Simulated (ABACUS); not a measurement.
InPd:

```
In Pd
1.0
     3.27188    0.00000    0.00000
     0.00000    3.27188    0.00000
     0.00000    0.00000    3.27188
In Pd
1 1
Direct
  0.00000 0.00000 0.00000
  0.50000 0.50000 0.50000
```

The cell comes from a database or a generator and needn't be the stable form of this composition.

Base run:

| Quantity | Value |
| --- | --- |
| Program | ABACUS 3.10.1 |
| Functional | r2SCAN |
| Potentials or basis | SG15 ONCV 1.2 PBE |
| Cutoff | 1361 eV |
| Density cutoff | 5442 eV |
| Basis | DZP LCAO (the cutoffs set its grid) |
| k mesh | 6 × 6 × 6 |
| Occupations | fermi-dirac, width 0.05 eV |
| Spin | no spin polarisation |

Its results: band gap on the k mesh none (metal or under the smearing width); pressure -0.2 GPa.

Question: After a change of settings the same cell gave: band gap on the k mesh none (metal or under the smearing width); pressure 13.4 GPa. Which change was it?
A. functional from r2SCAN to BLYP
B. functional from r2SCAN to LDA
C. functional from r2SCAN to revPBE
D. functional from r2SCAN to TPSS

Answer: A.

Caveats: the atomic orbitals were generated for these runs and aren't a published set; the potentials were made for another functional, which shifts forces and pressure; the basis of atomic orbitals isn't converged, which shifts pressures, moduli and gaps.

Not every run made on this cell is shown here.
